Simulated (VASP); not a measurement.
# GaSb (F-43m) in VASP: further runs

GaSb is run at these levels: PBE+D3(BJ); tasks: single point, relaxation of cell and atoms.

Everything below comes from runs of VASP 6.6.1. Logs are shortened: lines on timing, memory, paths and dates and some standing lists are left out, and cuts for length are marked.

**Experimental background.**

A printed reference work, data compilation reports, for a bulk crystal of GaSb at 4.2 K: band gap 0.811 eV (direct).

The results are compared with them further down.

### 1 The cell of the first run

Symmetry: F-43m, No. 216, cubic system. Conventional cell: a = 6.130 Å, b = 6.130 Å, c = 6.130 Å, α = 90.00°, β = 90.00°, γ = 90.00°. Ga (site symmetry -43m) has 4 Sb at 2.65 Å within 3.5 Å. Within 3.5 Å of Sb (site symmetry -43m) lie 4 Ga at 2.65 Å.

### 2 Single point, PBE+D3(BJ)

Input file INCAR:

```
ALGO     = Normal         # electronic algorithm
EDIFF    = 1E-6           # SCF threshold, eV
ENCUT    = 520            # plane-wave cutoff, eV
GGA      = PE             # functional
ISIF     = 2              # what is computed and relaxed
ISMEAR   = 0              # smearing method
IVDW     = 12             # dispersion correction
LASPH    = True           # aspherical terms in the spheres
LCHARG   = True           # write CHGCAR
LELF     = True           # ELF
LREAL    = False          # projectors in reciprocal space
LVHAR    = True         
LWAVE    = False          # write WAVECAR
NBANDS   = 16             # bands
NELM     = 60             # most SCF steps
PREC     = Accurate       # precision mode
SIGMA    = 0.1            # smearing width, eV
```

Input file KPOINTS:

```
k-points
0
Gamma
  12 12 12
```

Input file POSCAR:

```
GaSb
1.0
    0.0000000000      3.0648705241      3.0648705241
    3.0648705241      0.0000000000      3.0648705241
    3.0648705241      3.0648705241      0.0000000000
Ga Sb
1 1
Direct
    0.0000000000      0.0000000000      0.0000000000
    0.7500000000      0.7500000000      0.7500000000
```

Potentials or basis: VASP PAW PBE potentials, release 64 (Ga_d, Sb).

Command:

```
$ cat potpaw_PBE.64/Ga_d/POTCAR potpaw_PBE.64/Sb/POTCAR > POTCAR
$ mpirun -np 1 vasp_std > vasp.out
```

OUTCAR:

```text
EDIFF = 1E-6
   ENCUT = 520
   GGA = PE
   ISIF = 2
   ISMEAR = 0
   IVDW = 12
   LASPH = True
   LREAL = False
   NELM = 60
   PREC = Accurate
 IVDW          = 12

 ion  position               nearest neighbor table
   1  0.000  0.000  0.000-   2 2.65   2 2.65   2 2.65   2 2.65
   2  0.750  0.750  0.750-   1 2.65   1 2.65   1 2.65   1 2.65

  LATTYP: Found a face centered cubic cell.
 ALAT       =     6.1297410482

  Lattice vectors:

 A1 = (   0.0000000000,   3.0648705241,   3.0648705241)
 A2 = (   3.0648705241,   0.0000000000,   3.0648705241)
 A3 = (   3.0648705241,   3.0648705241,   0.0000000000)

Analysis of symmetry for initial positions (statically):
=====================================================================
 Subroutine PRICEL returns:
 Original cell was already a primitive cell.

 Routine SETGRP: Setting up the symmetry group for a
 face centered cubic supercell.

 Subroutine GETGRP returns: Found 24 space group operations
 (whereof 24 operations were pure point group operations)
 out of a pool of 48 trial point group operations.

The static configuration has the point symmetry T_d .

Analysis of symmetry for dynamics (positions and initial velocities):
=====================================================================
 Subroutine PRICEL returns:
 Original cell was already a primitive cell.

 Routine SETGRP: Setting up the symmetry group for a
 face centered cubic supercell.

 Subroutine GETGRP returns: Found 24 space group operations
 (whereof 24 operations were pure point group operations)
 out of a pool of 48 trial point group operations.

The dynamic configuration has the point symmetry T_d .

 Subroutine INISYM returns: Found 24 space group operations
 (whereof 24 operations are pure point group operations),
 and found     1 'primitive' translations

----------------------------------------------------------------------------------------

                                     Primitive cell

  volume of cell :      57.5793

  direct lattice vectors                    reciprocal lattice vectors
     0.000000000  3.064870524  3.064870524    -0.163139029  0.163139029  0.163139029
     3.064870524  0.000000000  3.064870524     0.163139029 -0.163139029  0.163139029
     3.064870524  3.064870524  0.000000000     0.163139029  0.163139029 -0.163139029

  length of vectors
     4.334381462  4.334381462  4.334381462     0.282565086  0.282565086  0.282565086

  position of ions in fractional coordinates (direct lattice)
     0.000000000  0.000000000  0.000000000
     0.750000000  0.750000000  0.750000000

  ion indices of the primitive-cell ions
   primitive index   ion index
                 1           1
                 2           2

----------------------------------------------------------------------------------------

 KPOINTS: k-points

Automatic generation of k-mesh.
 Grid dimensions read from file:
 generate k-points for:   12   12   12

 Generating k-lattice:

  Cartesian coordinates                     Fractional coordinates (reciprocal lattice)
    -0.013594919  0.013594919  0.013594919     0.083333333  0.000000000  0.000000000
     0.013594919 -0.013594919  0.013594919     0.000000000  0.083333333  0.000000000
     0.013594919  0.013594919 -0.013594919     0.000000000  0.000000000  0.083333333

  Length of vectors
     0.023547091  0.023547091  0.023547091

  Shift w.r.t. Gamma in fractional coordinates (k-lattice)
     0.000000000  0.000000000  0.000000000

 Subroutine IBZKPT returns following result:
 ===========================================

 Found     72 irreducible k-points:

 Following reciprocal coordinates:
            Coordinates               Weight
  0.000000  0.000000  0.000000      1.000000
  0.083333  0.000000  0.000000      8.000000
  0.166667  0.000000  0.000000      8.000000
  0.250000  0.000000  0.000000      8.000000
  0.333333  0.000000  0.000000      8.000000
  0.416667  0.000000  0.000000      8.000000
[... 16 lines left out ...]
  0.500000  0.166667  0.000000     24.000000
 -0.416667  0.166667  0.000000     24.000000
 [... further k-points ...]
   k-points           NKPTS =     72   k-points in BZ     NKDIM =     72   number of bands    NBANDS=     16
   number of dos      NEDOS =    301   number of ions     NIONS =      2
   total plane-waves  NPLWV =  32768
   dimension x,y,z NGX =    32 NGY =   32 NGZ =   32
   dimension x,y,z NGXF=    64 NGYF=   64 NGZF=   64
   ions per type =               1   1
   NGX,Y,Z   is equivalent  to a cutoff of  12.27, 12.27, 12.27 a.u.
   NGXF,Y,Z  is equivalent  to a cutoff of  24.55, 24.55, 24.55 a.u.
 SYSTEM =  unknown system
   PREC   = accura    normal or accurate (medium, high low for compatibility)
   ISTART =      0    job   : 0-new  1-cont  2-samecut
   ICHARG =      2    charge: 1-file 2-atom 10-const
   ISPIN  =      1    spin polarized calculation?
   LNONCOLLINEAR =      F non collinear calculations
   LSORBIT =      F    spin-orbit coupling
   LASPH  =      T    aspherical Exc in radial PAW
   ENCUT  =  520.0 eV  38.22 Ry    6.18 a.u.   8.06  8.06  8.06*2*pi/ulx,y,z
   NELM   =     60;   NELMIN=  2; NELMDL= -5     # of ELM steps
   EDIFF  = 0.1E-05   stopping-criterion for ELM
   LREAL  =      F    real-space projection
   EDIFFG = 0.1E-04   stopping-criterion for IOM
   NSW    =      0    number of steps for IOM
   IBRION =     -1    ionic relax: 0-MD 1-quasi-New 2-CG
   NFREE  =      0    steps in history (QN), initial steepest desc. (CG)
   ISIF   =      2    stress and relaxation
   ISYM   =      2    0-nonsym 1-usesym 2-fastsym
   POTIM  = 0.5000    time-step for ionic-motion
   TEBEG  =    0.0;   TEEND  =   0.0 temperature during run
   PSTRESS=    0.0 pullay stress
   NELECT =      18.0000    total number of electrons
   NUPDOWN=      -1.0000    fix difference up-down
   EMIN   =  10.00;   EMAX   =-10.00  energy-range for DOS
   EFERMI =   0.00;   METHOD = LEGACY
   ISMEAR =     0;   SIGMA  =   0.10  broadening in eV -4-tet -1-fermi 0-gaus
   EFERMI_NEDOS =   21; number of points for ismear=-14 and -15
   IALGO  =     38    algorithm
   IMIX   =      4    mixing-type and parameters
     AMIX     =   0.40;   BMIX     =  1.00
     AMIX_MAG =   1.60;   BMIX_MAG =  1.00
  volume/ion in A,a.u.               =      28.79       194.28
  Fermi-wavevector in a.u.,A,eV,Ry     =   1.111075  2.099628 16.796237  1.234489
  Thomas-Fermi vector in A             =   2.247634
   LORBIT       =      0    0 simple, 1 ext, 2 COOP (PROOUT), +10 PAW based schemes
   GGA     = PE    functional components
   LHFCALC =     F    Hartree Fock is set to
   AEXX    =    0.0000 exact exchange contribution
   IVDW    =    12    specifies the selected vdW correction
   LEPSILON=     F    determine dielectric tensor
   LRPA    =     F    only Hartree local field effects (RPA)
 non-spin polarized calculation
 Gauss-broadening in eV      SIGMA  =   0.10
  energy-cutoff  :      520.00
  volume of cell :       57.58
 maximum number of plane-waves:      1572
   NGX = 17   NGY = 17   NGZ = 17

 number of electron      17.9999988 magnetization

 Free energy of the ion-electron system (eV)
  ---------------------------------------------------
  ext. energy  EPLUGINS =         0.00000000
  ---------------------------------------------------
  free energy    TOTEN  =        -7.35741868 eV

  energy without entropy =       -7.35728747  energy(sigma->0) =       -7.35735308

 E-fermi :   4.8661     XC(G=0):  -9.0646

 val. band max:        4.8103138242   @ k =   0.0000   0.0000   0.0000
 cond. band min:       5.2022926188   @ k =   0.5000   0.0000   0.0000
 fundamental gap:      0.3919787946
 Fermi energy:         4.8661294411

 k-point     1 :       0.0000    0.0000    0.0000
  band No.  band energies     occupation
      1     -10.2108      2.00000
      2     -10.2108      2.00000
      3     -10.2108      2.00000
      4     -10.1619      2.00000
      5     -10.1619      2.00000
      6      -6.6261      2.00000
[... 8 lines left out ...]
     15      13.3920      0.00000
     16      13.3920      0.00000

 k-point     2 :       0.0833    0.0000    0.0000
  band No.  band energies     occupation
      1     -10.2126      2.00000
      2     -10.2100      2.00000
      3     -10.2100      2.00000
      4     -10.1620      2.00000
      5     -10.1620      2.00000
      6      -6.5551      2.00000
[... 8 lines left out ...]
     15      12.8832      0.00000
     16      12.8832      0.00000

 k-point     3 :       0.1667    0.0000    0.0000
  band No.  band energies     occupation
      1     -10.2177      2.00000
      2     -10.2078      2.00000
      3     -10.2078      2.00000
      4     -10.1622      2.00000
      5     -10.1622      2.00000
      6      -6.3463      2.00000
[... 8 lines left out ...]
     15      12.4120      0.00000
     16      12.4120      0.00000

 k-point     4 :       0.2500    0.0000    0.0000
  band No.  band energies     occupation
      1     -10.2245      2.00000
      2     -10.2050      2.00000
      3     -10.2050      2.00000
      4     -10.1623      2.00000
      5     -10.1623      2.00000
      6      -6.0154      2.00000
[... 8 lines left out ...]
     15      12.3897      0.00000
     16      12.3897      0.00000
[... 324 lines left out ...]
 k-point    22 :       0.4167    0.1667    0.0000
  band No.  band energies     occupation
      1     -10.2384      2.00000
      2     -10.1988      2.00000
      3     -10.1973      2.00000
      4     -10.1656      2.00000
      5     -10.1605      2.00000
      6      -5.2275      2.00000
[... 8 lines left out ...]
     15      13.9707      0.00000
     16      14.6669      0.00000

 k-point    23 :       0.5000    0.1667    0.0000
  band No.  band energies     occupation
      1     -10.2408      2.00000
      2     -10.1981      2.00000
      3     -10.1966      2.00000
      4     -10.1646      2.00000
      5     -10.1610      2.00000
      6      -4.8827      2.00000
[... 8 lines left out ...]
     15      14.5676      0.00000
     16      14.7312      0.00000

 k-point    24 :      -0.4167    0.1667    0.0000
  band No.  band energies     occupation
      1     -10.2406      2.00000
      2     -10.1980      2.00000
      3     -10.1971      2.00000
      4     -10.1635      2.00000
      5     -10.1620      2.00000
      6      -4.8260      2.00000
[... 8 lines left out ...]
     15      13.4859      0.00000
     16      13.9433      0.00000

 [... further k-points ...]

------------------------ aborting loop because EDIFF is reached ----------------------------------------

 Edisp (eV)   -0.66078

 E8    (eV) :    -0.3099

  FORCE on cell =-STRESS in cart. coord.  units (eV):
  Direction    XX          YY          ZZ          XY          YZ          ZX
  --------------------------------------------------------------------------------------
  -------------------------------------------------------------------------------------
  Total       0.02023     0.02023     0.02023     0.00000     0.00000    -0.00000
  in kB       0.56283     0.56283     0.56283     0.00000     0.00000    -0.00000
  external pressure =        0.56 kB  Pullay stress =        0.00 kB

 VOLUME and BASIS-vectors are now :
 -----------------------------------------------------------------------------
  energy-cutoff  :      520.00
  volume of cell :       57.58
      direct lattice vectors                 reciprocal lattice vectors
     0.000000000  3.064870524  3.064870524    -0.163139029  0.163139029  0.163139029
     3.064870524  0.000000000  3.064870524     0.163139029 -0.163139029  0.163139029
     3.064870524  3.064870524  0.000000000     0.163139029  0.163139029 -0.163139029

 POSITION                                       TOTAL-FORCE (eV/Angst)
 -----------------------------------------------------------------------------------
      0.00000      0.00000      0.00000        -0.000000      0.000000      0.000000
      4.59731      4.59731      4.59731         0.000000     -0.000000     -0.000000
 -----------------------------------------------------------------------------------
    total drift:                               -0.000002     -0.000002     -0.000002

  FREE ENERGIE OF THE ION-ELECTRON SYSTEM (eV)
  ---------------------------------------------------
  free  energy   TOTEN  =        -8.0182026524 eV

  energy  without entropy=       -8.0180714479  energy(sigma->0) =       -8.01813705
```

It took 28 s on 1 thread of AMD EPYC 9R45 (Zen 5), shared host; peak memory 0.2 GiB.

Results:

```yaml
Free_energy: -8.0182 eV
Pressure: 0.1 GPa
Band_gap_on_the_k_mesh: zero (filled and empty bands touch)
Dispersion_energy_per_atom: -0.330 eV
```

Caveat: spin-orbit coupling is left out, which moves the levels of the heavy elements; pairwise dispersion overbinds metals, which lowers pressure and volume.

### 3 Relaxation of cell and atoms, PBE+D3(BJ)

This run uses another cell than the first one, of 28.62 Å³/atom, 0.994 times its volume.

Input file INCAR:

```
  PREC = Accurate
  ENCUT = 600
  EDIFF = 1E-6
  ISMEAR = 0
  SIGMA = 0.1
  LREAL = False
  LASPH = True
  NELM = 80
  ALGO = Normal
  ISIF = 3
  LWAVE = False
  LCHARG = False
  GGA = PE
  IVDW = 12
  IBRION = 2
  NSW = 100
  EDIFFG = -0.005
```

Input file KPOINTS:

```
Automatic mesh
0
Gamma
  12 12 12
```

Input file POSCAR:

```
GaSb
1.0
    0.0000000000      3.0590000000      3.0590000000
    3.0590000000      0.0000000000      3.0590000000
    3.0590000000      3.0590000000      0.0000000000
Ga Sb
1 1
Direct
    0.0000000000      0.0000000000      0.0000000000
    0.7500000000      0.7500000000      0.7500000000
```

Potentials or basis: VASP PAW PBE potentials, release 64 (Ga_d, Sb).

Command:

```
$ cat potpaw_PBE.64/Ga_d/POTCAR potpaw_PBE.64/Sb/POTCAR > POTCAR
$ mpirun -np 1 vasp_std > vasp.out
```

Run time: 2.1 min. Hardware: 1 thread of Intel Xeon Platinum 8488C (Sapphire Rapids), shared host; peak memory 0.27 GiB.

Results (log left out):

```
Free energy                            : -8.0180 eV
Relaxed volume                         : 28.83 Å³/atom
Relaxed cell                           : a = 4.336 Å, b = 4.336 Å, c = 4.336 Å, α = 60.00°, β = 60.00°, γ = 60.00°
Space group after relaxing (to 0.05 Å) : F-43m (No. 216)
Energy gained by relaxing              : 0.2 meV/atom
Ionic steps                            : 5
Pressure after relaxing                : 0.0 GPa
Band gap on the k mesh                 : zero (filled and empty bands touch)
Dispersion energy per atom             : -0.330 eV
```

Step by step:
| step | energy change (eV) | largest force (eV/Å) | pressure (GPa) | volume (Å³) |
| --- | --- | --- | --- | --- |
| 1 | 0.0000 | 0.0000 | 0.34 | 57.25 |
| 2 | -0.0004 | 0.0000 | -0.08 | 57.75 |
| 3 | -0.0004 | 0.0000 | 0.05 | 57.64 |
| 4 | -0.0004 | 0.0000 | -0.07 | 57.69 |
| 5 | -0.0004 | 0.0000 | 0.01 | 57.66 |

Final structure:
```
CELL_PARAMETERS angstrom
0.00000 3.06635 3.06635
3.06635 0.00000 3.06635
3.06635 3.06635 0.00000
ATOMIC_POSITIONS crystal
Ga 0.00000 0.00000 0.00000
Sb 0.75000 0.75000 0.75000
```

Levels at points of the mesh, in eV from the Fermi level:
```
           k point  band 6  band 7  band 8  band 9  band 10  band 11  band 12  band 13
(0.00, 0.00, 0.00)  -11.48   -0.07   -0.05   -0.05    -0.05     2.72     2.72     2.72
(0.50, 0.00, 0.00)   -9.87   -6.38   -1.20   -1.20     0.33     3.69     3.69     6.42
(0.50, 0.50, 0.00)   -9.06   -6.83   -2.60   -2.60     0.86     1.21     8.58     8.58
```

Caveat: spin-orbit coupling is left out, which moves the levels of the heavy elements; pairwise dispersion overbinds metals, which lowers pressure and volume. Zero-point motion and thermal expansion aren't in these numbers.

### 4 How close it comes

Step 2. A measured gap of GaSb is 0.811 eV (direct; 4.2 K; a printed reference work, data compilation); the calculated 0.00 eV misses it by -0.81 eV. Spin-orbit coupling on Ga, Sb is left out. The value is that of PBE+D3(BJ) on a finite k mesh, which can miss the band edges, without temperature or zero-point motion. Semilocal functionals fall short of measured gaps as a rule.
